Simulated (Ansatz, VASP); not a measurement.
# Two plane-wave programs on C

INCAR

```
PREC = Accurate
ENCUT = 520
EDIFF = 1E-6
ISMEAR = 0
SIGMA = 0.011
LREAL = False
LASPH = True
NELM = 60
ALGO = Fast
ISIF = 2
LWAVE = False
LCHARG = True
GGA = PE
LELF = True
LVHAR = True
NBANDS = 11
```

KPOINTS

```
regular mesh
0
Gamma
  13 13 13
```

The input POSCAR:

```
C
1.0
    0.0000000000      1.7833700000      1.7833700000
    1.7833700000      0.0000000000      1.7833700000
    1.7833700000      1.7833700000      0.0000000000
C
2
Direct
    0.7500000000      0.7500000000      0.7500000000
    0.5000000000      0.5000000000      0.5000000000
```

input.yaml

```yaml
crystal:
  lattice:
    - [0.0, 1.78337, 1.78337]
    - [1.78337, 0.0, 1.78337]
    - [1.78337, 1.78337, 0.0]
  atoms:
    - { symbol: C, position: [0.75, 0.75, 0.75] }
    - { symbol: C, position: [0.5, 0.5, 0.5] }
hamiltonian:
  xc: pbe
  pseudopotentials: { kind: paw }
kpoints:
  mp_grid: { grid: [13, 13, 13] }
scf:
  occupations: { method: gaussian, width: 0.011 }
output:
  forces: true
  stress: true
  eigenvalues: true
```

This isn't the form of C at room conditions, which is graphite.

Alike in both runs: task single point; functional PBE; k mesh 13 × 13 × 13; occupations gaussian, width 0.011 eV; no spin polarisation.

```csv
,VASP,Ansatz
version,VASP 6.6.1,Ansatz 0.2.0
potentials or method,"VASP PAW PBE potentials, release 64 (C)",Ansatz PAW
plane-wave cutoff (eV),520,420
valence electrons in the cell,8,8
```

Ansatz gave:

- gap on the k mesh at the Fermi level (eV): 4.15
- least direct gap on the mesh (eV): 5.59
- pressure (GPa): 1.8

Question: Estimate VASP's values.

Answer: gap on the k mesh at the Fermi level (eV): 4.14; least direct gap on the mesh (eV): 5.59; pressure (GPa): 2.5.

Caveats: an odd mesh through Γ misses points on the zone boundary, where band edges often lie (VASP); odd divisions of the mesh miss points on the zone boundary, where band edges often lie, so the gap on the mesh can be too wide (Ansatz); the pressure holds a Pulay correction of +1.0 GPa for the finite cutoff (Ansatz).
